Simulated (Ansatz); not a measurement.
Geometry optimisation, DFT LDA, scalar-relativistic, plane waves, PAW (Ansatz).

The input (input.yaml):

```yaml
crystal:
  lattice:
    - [7.563921, 0.0, 0.0]
    - [0.0, 5.3485, 0.0]
    - [0.0, 0.0, 16.672941]
  atoms:
    - { symbol: Ca, position: [0.0, 0.0, 0.05997742] }
    - { symbol: F, position: [0.25000001, 0.25, 0.05997742] }
    - { symbol: F, position: [0.0, 0.25, 0.17339354] }
    - { symbol: Ca, position: [0.75000002, 0.5, 0.17339354] }
    - { symbol: F, position: [0.0, 0.75, 0.17339354] }
    - { symbol: F, position: [0.25000001, 0.75, 0.05997742] }
    - { symbol: Ca, position: [0.25000001, 0.5, 0.17339354] }
    - { symbol: F, position: [0.50000002, 0.75, 0.17339354] }
    - { symbol: F, position: [0.75000002, 0.75, 0.05997742] }
    - { symbol: Ca, position: [0.50000002, 0.0, 0.05997742] }
    - { symbol: F, position: [0.75000002, 0.25, 0.05997742] }
    - { symbol: F, position: [0.50000002, 0.25, 0.17339354] }
    - { symbol: Ca, position: [0.50000002, 0.0, 0.28680966] }
    - { symbol: F, position: [0.75000002, 0.25, 0.28680966] }
    - { symbol: F, position: [0.50000002, 0.25, 0.40022579] }
    - { symbol: Ca, position: [0.25000001, 0.5, 0.40022579] }
    - { symbol: F, position: [0.50000002, 0.75, 0.40022579] }
    - { symbol: F, position: [0.75000002, 0.75, 0.28680966] }
    - { symbol: Ca, position: [0.75000002, 0.5, 0.40022579] }
    - { symbol: F, position: [0.0, 0.75, 0.40022579] }
    - { symbol: F, position: [0.25000001, 0.75, 0.28680966] }
    - { symbol: Ca, position: [0.0, 0.0, 0.28680966] }
    - { symbol: F, position: [0.25000001, 0.25, 0.28680966] }
    - { symbol: F, position: [0.0, 0.25, 0.40022579] }
    - { symbol: F, position: [0.16666667, 0.91666667, 0.43741179] }
    - { symbol: H, position: [-0.16666667, 0.91666667, 0.38523143] }
basis:
  ecutwfc: 420.0
kpoints:
  mp_grid: { grid: [2, 2, 1] }
hamiltonian:
  xc: lda
scf:
  occupations: { method: fermi_dirac, width: 0.05 }
  lower_state_search: "off"
relax:
  f_tol: 0.03
  max_steps: 60
  adjacent_minimum: "off"
  constraints: [{ sites: [0, 1, 5, 8, 9, 10] }]
output:
  write_density: true
  write_potential: true
  elf: true
  volumetric_format: npy
```

Launched with:

```bash
$ ansatz run input.yaml --threads 2 --pin off --max-ram 5120MiB --backend cpu --events-out ev --progress --plain --runs-dir out
```

**Question.** Where does it end, and by what steps?

**Answer.** It converged. Limits of this set-up: coarse k mesh, thin slab, slab without dipole correction, no dispersion correction for a molecule that may bind weakly. After 29 steps the energy has fallen by 8.028 eV; F20 moved furthest, 2.93 Å. Parted: Ca16–F20, F17–Ca19, F20–Ca22, Ca22–H26. Joined: Ca19–F25.

```json
{"step": "0", "energy less start (eV)": "0.0000", "largest force component (eV/Å)": "7.084", "accepted": "yes"}
{"step": "2", "energy less start (eV)": "-4.3677", "largest force component (eV/Å)": "4.727", "accepted": "yes"}
{"step": "4", "energy less start (eV)": "-4.9661", "largest force component (eV/Å)": "2.928", "accepted": "yes"}
{"step": "6", "energy less start (eV)": "-5.5164", "largest force component (eV/Å)": "0.419", "accepted": "yes"}
{"step": "8", "energy less start (eV)": "-5.9525", "largest force component (eV/Å)": "0.422", "accepted": "yes"}
{"step": "10", "energy less start (eV)": "-6.4210", "largest force component (eV/Å)": "0.579", "accepted": "yes"}
{"step": "12", "energy less start (eV)": "-6.9595", "largest force component (eV/Å)": "0.436", "accepted": "yes"}
{"step": "14", "energy less start (eV)": "-7.1971", "largest force component (eV/Å)": "0.500", "accepted": "yes"}
{"step": "16", "energy less start (eV)": "-7.4285", "largest force component (eV/Å)": "0.246", "accepted": "yes"}
{"step": "18", "energy less start (eV)": "-7.6516", "largest force component (eV/Å)": "0.256", "accepted": "yes"}
{"step": "20", "energy less start (eV)": "-7.8022", "largest force component (eV/Å)": "0.163", "accepted": "yes"}
{"step": "22", "energy less start (eV)": "-7.8946", "largest force component (eV/Å)": "0.289", "accepted": "yes"}
{"step": "24", "energy less start (eV)": "-7.9827", "largest force component (eV/Å)": "0.249", "accepted": "yes"}
{"step": "26", "energy less start (eV)": "-8.0022", "largest force component (eV/Å)": "0.391", "accepted": "no"}
{"step": "28", "energy less start (eV)": "-8.0276", "largest force component (eV/Å)": "0.042", "accepted": "yes"}
{"step": "29", "energy less start (eV)": "-8.0277", "largest force component (eV/Å)": "0.020", "accepted": "yes"}
```

```xyz
26
Lattice="7.5639 0.0000 0.0000 0.0000 5.3485 0.0000 0.0000 0.0000 16.6729" Properties=species:S:1:pos:R:3
Ca 0.000 0.000 1.000
F 1.891 1.337 1.000
F 0.005 1.317 2.809
Ca 5.667 2.672 2.790
F -0.032 4.015 2.856
F 1.891 4.011 1.000
Ca 1.891 2.673 2.759
F 3.804 4.051 2.823
F 5.673 4.011 1.000
Ca 3.782 0.000 1.000
F 5.673 1.337 1.000
F 3.785 1.341 2.835
Ca 3.773 0.059 4.750
F 5.743 1.277 4.668
F 3.842 1.681 6.422
Ca 1.862 2.653 6.391
F 3.240 4.394 6.830
F 5.562 3.978 4.820
Ca 5.876 2.566 6.510
F -2.540 3.844 8.133
F 1.942 3.993 4.626
Ca 0.015 -0.045 4.761
F 1.868 1.301 4.643
F 0.098 1.304 6.616
F 0.067 3.902 6.502
H -3.410 4.175 7.599
```

Time of the run: 4.1 min on 2 threads of Intel(R) Xeon(R) Platinum 8488C (Sapphire Rapids) (shared host), peak memory 1.2 GiB.
